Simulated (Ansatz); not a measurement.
Input and command of a calculation in Ansatz (plane waves; scalar-relativistic PAW potentials unless the input names others):

```yaml
crystal:
  lattice:
    - [4.5794125434, -4.0716202459, -0.0534612532]
    - [4.4386387146, 3.9119093093, 0.0280515493]
    - [-0.0370499009, 0.0547247697, 5.2413885694]
  atoms:
    - { symbol: P, position: [0.8837847922, 0.8403033673, 0.2209238192] }
    - { symbol: P, position: [0.1450482591, 0.1571283639, 0.7673405144] }
    - { symbol: P, position: [0.7265179448, 0.7184185946, 0.57425947] }
    - { symbol: P, position: [0.2576987989, 0.2708541653, 0.4427385115] }
    - { symbol: P, position: [0.486025156, 0.7875716074, 0.2575074808] }
    - { symbol: P, position: [0.2330420156, 0.4959955559, 0.7345679707] }
    - { symbol: P, position: [0.5109485546, 0.2307416315, 0.7718143516] }
    - { symbol: P, position: [0.7569344788, 0.4989867141, 0.2308478818] }
basis:
  ecutwfc: 420
kpoints:
  mp_grid: { grid: [6, 6, 6] }
hamiltonian:
  xc: pbesol
scf:
  occupations: { method: gaussian, width: 0.05 }
  mixing: { algorithm: broyden, beta: 0.9, ndim: 4 }
output:
  forces: true
  eigenvalues: true
  stress: true
```

```bash
ansatz run input.yaml --threads 2 --pin off --max-ram 5120MiB --backend cpu --events-out ev --progress --plain --runs-dir out
```

Abridged log:
```
Pseudopotentials: kind: paw
Pseudopotential: P, paw, valence charge 5, recommended cutoff 420 eV (normal)
Functional definition: PBEsol
Crystal: 8 atoms, lattice volume = 188.597 Å³
Basis set: ecut = 420 eV, 3679 PW (Γ), exchange–correlation on 90×80×72 points (8 copies of the dense FFT grid, shifted against one another)
Bands: 28, of which v1, the nominal top of the filled ones, is band 20 counted from 1 (19 counted from 0)
Symmetry: 1 space group operations
Space group: P1 (ITA 1), of the structure as read, at distance tolerance 5.7e-5 Å
k-points: 112 of 216 (time reversal used)
Initial density: superposition of atomic densities (neutral atoms: chi_scale 0, normalization atom), corrected by the library's trained network
Initial wavefunctions: pseudopotential atomic-orbital guess
Functional: x = pbesol(κ = 0.804, μ = 0.12345679), c = pbesol(β = 0.046)
SCF iter   1: F=—  HF=-5917.564619 eV  |F-HF|=—  |Δ(HF+E_count)|=         —  Δρ=8.56e-3  dr2=3.20e-1  ethr=1.77e-3  ⟨swp⟩=9.9  Hψ=21891  notcnv=0
SCF iter   2: F=—  HF=-5917.475733 eV  |F-HF|=—  |Δ(HF+E_count)|=   8.89e-2  Δρ=2.70e-3  dr2=3.04e-2  ethr=8.01e-4  ⟨swp⟩=3.0  Hψ=6583  notcnv=0  defer=237  κ⁻¹=1.0e0(r=1)
SCF iter   3: F=—  HF=-5917.471230 eV  |F-HF|=—  |Δ(HF+E_count)|=   4.50e-3  Δρ=1.10e-3  dr2=6.74e-3  ethr=7.60e-5  ⟨swp⟩=3.9  Hψ=7144  notcnv=0  defer=125  κ⁻¹=6.1e-2(r=2)
automatic band count: iteration 3 solves 27 bands in place of 28: the levels show a gap, and the empty bands left out lie too high to hold charge; the band table lists the bands solved (type scf.n_extra_bands for more)
SCF iter   4: F=—  HF=-5917.470201 eV  |F-HF|=—  |Δ(HF+E_count)|=   1.03e-3  Δρ=3.10e-4  dr2=3.61e-4  ethr=1.68e-5  ⟨swp⟩=2.2  Hψ=4174  notcnv=0  defer=125  κ⁻¹=3.1e-3(r=3)
SCF iter   5: F=—  HF=-5917.470226 eV  |F-HF|=—  |Δ(HF+E_count)|=   2.52e-5  Δρ=1.07e-4  dr2=3.98e-5  ethr=9.03e-7  ⟨swp⟩=2.7  Hψ=5516  notcnv=0  defer=125  κ⁻¹=4.3e-4(r=4)
SCF iter   6: F=—  HF=-5917.470231 eV  |F-HF|=—  |Δ(HF+E_count)|=   5.15e-6  Δρ=3.51e-5  dr2=4.35e-6  ethr=9.95e-8  ⟨swp⟩=2.5  Hψ=5241  notcnv=0  defer=125  κ⁻¹=4.3e-4(r=4)
SCF iter   7: F=—  HF=-5917.470232 eV  |F-HF|=—  |Δ(HF+E_count)|=   7.52e-7  Δρ=1.08e-5  dr2=3.22e-7  ethr=1.09e-8  ⟨swp⟩=2.2  Hψ=4546  notcnv=0  defer=125  κ⁻¹=2.4e-4(r=4)
SCF iter   8: F=-5917.470232 eV  HF=-5917.470232 eV  |F-HF|=7.53e-9  |Δ(HF+E_count)|=   2.45e-7  Δρ=3.57e-6  dr2=3.37e-8  ethr=2.50e-10  ⟨swp⟩=11.9  Hψ=17319  notcnv=0
SCF 1 converged in 8 iterations: F = -5917.470232 eV  dr2 = 3.37e-8
SCF converged after 8 iterations
Stability not checked: this state was not tested for a lower state beside it, because the mixer in use, unlike msr1, does not test its closes by its own steps (another_mixer; see scf.mixing.algorithm and scf.lower_state_search)
Free energy (F): -5917.470232 eV
Harris-Foulkes:  -5917.470232 eV  (|F-HF|=7.53e-9)
Internal energy: -5917.470232 eV  (E = F + TS)
E sigma→0 (E₀):  -5917.470232 eV
Fermi energy:    4.627614 eV
--- Forces (eV/Å), atoms counted from 1 ---
  atom   1  P     -2.09939763     1.10617985     0.43452122
  atom   2  P     -1.44840158    -0.77840590     3.37688484
  atom   3  P      0.17420511    -0.29996286    -0.17863058
  atom   4  P      1.18449958    -1.78457565    -4.97856708
  atom   5  P      1.53976836    -1.23470722    -0.32985801
  atom   6  P      1.65900766     2.20617762     2.08901332
  atom   7  P     -1.37368834     0.58868510    -0.63601383
  atom   8  P      0.36403511     0.19654332     0.22269648
--- Stress (GPa, compression-positive) ---
       -2.525671       4.783901      -1.348980
        4.783901      -0.557583       1.951739
       -1.348980       1.951739       6.822419
  P = ⅓ Tr σ = 1.2464 GPa (12.464 kbar)
```

Apart from outputs and empty bands, the input differs from a reference run on usual settings in scf.mixing.algorithm: not typed → "broyden"; scf.mixing.beta: not typed → 0.9; scf.mixing.ndim: not typed → 4. The reference, at the same geometry (not necessarily relaxed), gave pressure 1.25 GPa, largest force 5.420 eV/Å, gap on the mesh 1.59 eV. This run converged in 8 SCF iterations (reference: 8) with an energy at zero smearing within 0.01 meV/atom of the reference's, pressure 1.25 GPa, largest force 5.420 eV/Å, gap on the mesh 1.59 eV.

The run took 39 s on 2 threads of Arm Neoverse V1, with other jobs on the host, peak memory 0.68 GiB.